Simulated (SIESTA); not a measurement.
HfN:

```
Hf N
1.0
     0.00000    2.45482    2.45482
     2.45482    0.00000    2.45482
     2.45482    2.45482    0.00000
Hf N
1 1
Direct
  0.00000 0.00000 0.00000
  0.25000 0.25000 0.25000
```

The cell comes from a database or a generator and needn't be the stable form of this composition.

Base run:

| Quantity | Value |
| --- | --- |
| Program | SIESTA 5.4.2 |
| Functional | PBEsol |
| Potentials or basis | PseudoDojo 0.4 standard (PBEsol files) |
| Basis | DZP (energy shift 0.003 Ry; two zetas on semicore shells) |
| Grid cutoff | 800 Ry |
| Energy shift | 0.003 Ry |
| k mesh | 7 × 7 × 7 |
| Occupations | fermi-dirac, width 0.05 eV |
| Spin | no spin polarisation |

Its results: band gap on the k mesh none (metal or under the smearing width); pressure -3.1 GPa.

Task: The run is repeated on the same cell with these changes: potentials or basis from PseudoDojo 0.4 standard (PBEsol files) to PseudoDojo 0.4 standard (PBEsol files, fully relativistic); spin from no spin polarisation to non-collinear spin, zero start, spin-orbit coupling. What comes out?

Result: Band gap on the k mesh none (metal or under the smearing width); pressure -5.1 GPa; net moment 0.00 μB per cell.

Caveats: short orbitals over semicore shells can move pressures by several GPa; the basis of atomic orbitals isn't converged, which shifts pressures, moduli and gaps; spin-orbit coupling is left out, which moves the levels of the heavy elements (some runs).
